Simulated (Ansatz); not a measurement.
The system is Ni.

```
Ni
1.0
     0.00000    1.73757    1.73757
     1.73757    0.00000    1.73757
     1.73757    1.73757    0.00000
Ni
1
Cartesian
  0.0000 0.0000 0.0000
```

| Quantity | Value |
| --- | --- |
| Program | Ansatz 0.2.0 |
| Task | single point |
| Functional | PBE |
| Potentials or basis | all-electron LAPW, scalar-relativistic |
| Cutoff | 320 eV (chosen from the basis error) |
| Basis error allowed | 0.001 eV/atom |
| k mesh | 13 × 13 × 13 |
| Occupations | fermi-dirac, width 0.05 eV |
| Spin | collinear spin, ferromagnetic start |
| Starting moments | [1.0] μB |

On this cell: pressure 8.1 GPa; net moment 0.63 μB per cell; site moments Ni +0.65 μB; band gap on the k mesh none (metal or under the smearing width).

The same run follows on a disturbed copy (cell strained at random at fixed volume):

```
CELL_PARAMETERS angstrom
0.01655 1.75725 1.76824
1.71912 0.01633 1.76846
1.71447 1.75283 0.02098
ATOMIC_POSITIONS crystal
Ni 0.00651 0.01144 0.96710
```

**Question.** What changes?

**Answer.** The energy (extrapolated to zero smearing) moves by +3.3 meV/atom; pressure 8.2 GPa; net moment 0.63 μB per cell; site moments Ni +0.65 μB; band gap on the k mesh none (metal or under the smearing width).

Stress tensor (GPa, compression positive):
```
10.15 -1.13 -1.92
-1.13  7.62 -1.59
-1.92 -1.59  6.72
```
